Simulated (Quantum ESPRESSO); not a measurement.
Bi: equation of state with PBEsol

Bi:

```
CELL_PARAMETERS angstrom
3.23838 0.00000 0.00000
0.00000 3.22164 0.00000
-0.08045 0.00000 6.44389
ATOMIC_POSITIONS crystal
Bi 0.54425 0.00000 0.74958
Bi 0.45575 0.00000 0.25042
```

This isn't the form of Bi at room conditions, which is rhombohedral.

| Quantity | Value |
| --- | --- |
| Program | Quantum ESPRESSO 7.5 |
| Task | equation of state |
| Functional | PBEsol |
| Potentials or basis | PseudoDojo 0.4.1 SR PBEsol standard |
| Cutoff | 898 eV |
| Density cutoff | 3592 eV |
| k mesh | 8 × 8 × 4 |
| Occupations | fermi-dirac, width 0.05 eV |
| Spin | no spin polarisation |

```json
{
 "Equilibrium volume": "33.36 Å³/atom",
 "Bulk modulus at fixed shape and positions": "54 GPa",
 "Pressure derivative of the bulk modulus": "4.7"
}
```

Energy against volume, from the lowest point:
```csv
volume (Å³/atom),energy (meV/atom)
31.597,17.03
32.270,6.05
32.942,0.57
33.614,0.00
34.286,3.80
34.959,11.49
35.631,22.66
```

All runs of the series together: 2.6 min on 2 threads of Intel(R) Xeon(R) 6975P-C (Granite Rapids), on a shared host.

Caveat: the cell was scaled at fixed shape and fractional positions, which overstates the stiffness of a crystal with free parameters, most of all of layers and chains.
